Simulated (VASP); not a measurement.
I:

```
I
1.0
     3.63503   -2.39502    0.00000
     3.63503    2.39502    0.00000
     0.00000    0.00000    9.79344
I
4
Cartesian
  3.6350 -0.7152 3.7646
  3.6350 1.6799 1.1321
  3.6350 0.7152 6.0288
  3.6350 -1.6799 8.6613
```

```yaml
Program: VASP 6.6.1
Task: relaxation of cell and atoms
Functional: PBE
Potentials_or_basis: VASP PAW PBE potentials, release 64 (I)
Cutoff: 600 eV
k_mesh: 6 × 6 × 4
Occupations: gaussian, width 0.02 eV
Spin: no spin polarisation
```

At the start: pressure 1.7 GPa; volume 42.63 Å³/atom.

Problem. Where does the relaxation end?

Solution. Over 18 steps the energy falls by 50.7 meV/atom and the volume is 51.25 Å³/atom (+20.2 %); space group Cmce (No. 64, to 0.05 Å).

Step by step:
```
step  energy change (eV)  largest force (eV/Å)  pressure (GPa)  volume (Å³)
   1              0.0000                0.8426            1.74       170.52
   2             -0.0406                0.2835           -1.04       182.21
   3             -0.0757                0.1371           -0.05       177.14
   4             -0.1045                0.1171           -0.03       178.23
   5             -0.1596                0.0586            0.20       181.25
   6             -0.0977                0.3651            1.37       186.17
   7             -0.1680                0.0862            0.42       182.59
   8             -0.1741                0.1921           -0.28       189.08
   9             -0.1755                0.1368           -0.08       187.09
  10             -0.1863                0.1075           -0.09       190.92
  11             -0.2008                0.0278           -0.07       200.94
  12             -0.2022                0.0109           -0.05       204.35
  13             -0.2023                0.0162           -0.04       205.43
  14             -0.2023                0.0218           -0.04       206.20
  15             -0.2024                0.0190           -0.04       205.82
  16             -0.2023                0.0320            0.11       204.62
  17             -0.2025                0.0215            0.02       205.25
  18             -0.2027                0.0060            0.01       205.01
```

Final structure:
```xyz
4
Lattice="4.5163 -2.3174 0.0000 4.5163 2.3174 0.0000 0.0000 0.0000 9.7938" Properties=species:S:1:pos:R:3 pbc="T T T"
I     4.5163   -0.7398    3.7024
I     4.5163    1.5777    1.1945
I     4.5163    0.7398    6.0914
I     4.5163   -1.5777    8.5993
```

Caveat: the volume moved by over 15 % at a fixed basis, so the end points are rough; the volume moved by +20 % from the deposited cell, more than functionals usually miss.
